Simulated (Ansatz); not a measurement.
Ni under pressure

Computed with DFT PBEsol, scalar-relativistic, plane waves, PAW (Ansatz 0.2.0). Run with 420 eV cutoff, 20×20×20 k-mesh, Gaussian smearing of 0.10 eV, collinear spin.

Starting point, cell and atoms relaxed:

```yaml
crystal:
  lattice:
    - [0.00000, 1.73157, 1.73157]
    - [1.73157, 0.00000, 1.73157]
    - [1.73157, 1.73157, 0.00000]
  atoms:
    - { symbol: Ni, position: [0.00000, 0.00000, 0.00000] }
```

Cell and atoms are relaxed at each pressure within the symmetry of the start, at zero temperature, so transitions that lower the symmetry aren't seen. The k-mesh given is that at zero pressure and may differ at others. a, b and c are the lengths of the cell vectors above.

| P (GPa) | V (Å³/atom) | V/V0 | a (Å) | b (Å) | c (Å) |
| --- | --- | --- | --- | --- | --- |
| -2 | 10.47 | 1.009 | 2.456 | 2.456 | 2.456 |
| 0 | 10.38 | 1.000 | 2.449 | 2.449 | 2.449 |
| 2 | 10.30 | 0.991 | 2.442 | 2.442 | 2.442 |
| 5 | 10.17 | 0.979 | 2.432 | 2.432 | 2.432 |
| 10 | 9.98 | 0.961 | 2.417 | 2.417 | 2.417 |
| 20 | 9.66 | 0.930 | 2.390 | 2.390 | 2.390 |
| 40 | 9.14 | 0.881 | 2.347 | 2.347 | 2.347 |

Question: What bulk modulus and pressure derivative fit these points?

Answer: A third-order Birch–Murnaghan fit gives B0 = 232 GPa and B0' = 4.8.